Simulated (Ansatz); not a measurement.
**CoSn: pressure against volume**

CoSn, P6/mmm, a = 5.220 Å, c = 4.168 Å. The structure is a Materials Project entry; whether it is the stable form wasn't checked. Ansatz: PBEsol, PAW, 420 eV, Γ-centred 12×12×8 mesh on 6 atoms, Gaussian smearing 0.10 eV; no spin polarisation. Shape and atoms are relaxed at each volume; pressure is positive in compression.

| V (Å³/atom) | P (GPa) |
| --- | --- |
| 14.426 | ? |
| 14.917 | 17.22 |
| 15.409 | 10.45 |
| 15.901 | 4.76 |
| 16.393 | -0.02 |
| 16.884 | -4.03 |
| 17.376 | -7.40 |
| 18.032 | -11.05 |

Take V0 = 16.393 Å³/atom, count pressures from its P0 = -0.02 GPa, fit the third-order Birch–Murnaghan form to the other rows, and predict the missing pressure.

With the Eulerian strain f = ½[(V0/V)^(2/3) − 1] and y = (P − P0)/[3f(1 + 2f)^(5/2)], the form is the line y = B0 + 1.5 B0 (B0′ − 4) f. Rows (f, y): 0.03246, 151.3; 0.02107, 149.4; 0.01026, 147.6; -0.00974, 144.2; -0.01904, 142.4; -0.03078, 140.0. Means f = 0.0007050, y = 145.82; Σ(Δf)² = 0.003005, ΣΔfΔy = 0.5316; the slope is their ratio. y = 145.7 + 176.9 f GPa, so B0 = 145.7 GPa and B0′ = 4 + 2 × (176.9)/(3 × 145.7) = 4.81. At V = 14.426, f = 0.04448, y = 153.57 and P = 25.34 GPa. The run gave 25.29 GPa, so the fit is 0.05 GPa too high, a small miss on the scale of the series.